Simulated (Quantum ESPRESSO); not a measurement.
Tl:

```
Tl
1.0
    -1.95600    1.95600    1.95600
     1.95600   -1.95600    1.95600
     1.95600    1.95600   -1.95600
Tl
1
Direct
  0.00000 0.00000 0.00000
```

This isn't the form of Tl at room conditions, which is hcp.

```yaml
Program: Quantum ESPRESSO 7.5
Task: phonon dispersion
Functional: PBE
Potentials_or_basis: PseudoDojo 0.4 SR PBE stringent
Cutoff: 1225 eV
Density_cutoff: 4898 eV
k_mesh: 8 × 8 × 8
Occupations: gaussian, width 0.272 eV
Spin: no spin polarisation
Mixing_beta: 0.5
Most_SCF_iterations: 120
SCF_threshold: 2e-10 Ry
q_mesh: 2 × 2 × 2
```

The cell and the atoms were relaxed first, to 31.75 Å³/atom (a = 3.455 Å, b = 3.455 Å, c = 3.455 Å, α = 109.47°, β = 109.47°, γ = 109.47°), and the response was taken there.

**Question.** Is this structure dynamically stable at this level, and how far does the spectrum reach?

**Answer.** No: the interpolated spectrum has imaginary modes, down to 10i cm⁻¹ near N. The highest frequency is 64 cm⁻¹.

Phonon frequencies at the corners of the path (cm⁻¹, interpolated; i marks imaginary ones):
| point | frequencies |
| --- | --- |
| Γ | 0 0 0 |
| H | 50 50 50 |
| N | 10i 35 64 |
| P | 45 45 45 |

A q mesh this small can miss soft modes between its points.

Caveat: the mesh is thin for the phonons of a metal; some modes are imaginary.
